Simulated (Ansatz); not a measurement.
**Ti6O: competing structures**

Theory: DFT r2SCAN, scalar-relativistic, plane waves, PAW (Ansatz 0.2.0). All cells share a 500 eV cutoff and Γ-centred k meshes spaced at most 0.3 Å⁻¹ (0.19 for metals, 2π included).

These are static lattice energies at zero pressure. Larger cells and other orderings weren't all tried, so the list isn't exhaustive. The k mesh leaves about 4 meV/atom of noise in metals. No run is spin-polarised.

| # | started from | space group | atoms | V (Å³/atom) | ΔE (meV/atom) | gap on mesh (eV) |
| --- | --- | --- | --- | --- | --- | --- |
| 1 | database cell | P-31c (No. 163) | 14 | 15.2 | 0 | 0.00 |
| 2 | database cell | P-31m (No. 162) | 7 | 15.2 | 12 | 0.00 |

The lowest structure: Space group P-31c (No. 163), trigonal, a = 5.103 Å, c = 9.447 Å. Around Ti lie 1 O at 2.09 Å; O is coordinated by 6 Ti at 2.09 Å. Its energy against the elements is -0.89 eV/atom. Energies over the elements count from the lowest elemental structures computed at the same level (O₂ as a molecule), with no empirical corrections.

Space group P-31c (No. 163). a = 5.103 Å, b = 5.103 Å, c = 9.447 Å, α = 90.00°, β = 90.00°, γ = 120.00°
| atom | site | symmetry | x | y | z |
| --- | --- | --- | --- | --- | --- |
| Ti | 12i | 1 | 0.6683 | 0.0051 | 0.1191 |
| O | 2d | 3.2 | 0.3333 | 0.6667 | 0.7500 |

The second: Space group P-31m (No. 162), trigonal, a = 5.103 Å, c = 4.726 Å. Around Ti lie 1 O at 2.09 Å; O has 6 Ti at 2.09 Å.